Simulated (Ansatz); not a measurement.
The reference is GeO2 (space group P3_121, No. 152; a = 5.093 Å, c = 5.768 Å).

All numbers come from PBE, PAW, 420 eV (Ansatz, a quantum-chemistry and plane-wave program; scalar-relativistic without spin-orbit coupling).

For the base:

* **Smallest direct gap**: 3.29 eV
* **Density**: 4.02 g/cm³

Now apply this change: cell and atoms relaxed at a pressure of 30 GPa.

**Question.** How does this affect the smallest direct gap?

**Answer.** The smallest direct gap drops by 0.06 eV (3.29 eV → 3.23 eV).

**Question.** What happens to the density?

**Answer.** The density grows by 1.94 g/cm³ (4.02 g/cm³ → 5.96 g/cm³).

Load acts through the strain it causes; cell and atoms are relaxed under it. No phonon test of stability was made. Competing high-pressure phases were not computed.
